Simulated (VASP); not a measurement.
A run of VASP 6.6.1 is set up as follows.

INCAR

```
ALGO = Normal
EDIFF = 1E-8
ENCUT = 520
GGA = PE
ISIF = 2
ISMEAR = -1
LASPH = True
LCHARG = False
LEFG = True
LREAL = False
LWAVE = False
NBANDS = 14
NELM = 100
PREC = Accurate
SIGMA = 0.01
```

File KPOINTS:

```
k-points
0
Gamma
  10 10 10
```

POSCAR

```
HfN
1.0
    0.0000000000      2.2590000000      2.2590000000
    2.2590000000      0.0000000000      2.2590000000
    2.2590000000      2.2590000000      0.0000000000
Hf N
1 1
Direct
    0.0000000000      0.0000000000      0.0000000000
    0.5255577689      0.5255577689      0.5255577689
```

Potentials or basis: VASP PAW PBE potentials, release 64 (Hf_pv, N).

Command:

```bash
$ cat potpaw_PBE.64/Hf_pv/POTCAR potpaw_PBE.64/N/POTCAR > POTCAR
$ mpirun -np 1 vasp_std > vasp.out
```

(1) What does it give for the pressure?

(2) What does it give for the largest force?

## Answers

(1) 8.3 GPa.

(2) 2.233 eV/Å.

Caveat: forces of over 1 eV/Å show positions far from the minimum, so gaps and moduli don't describe the material at rest.
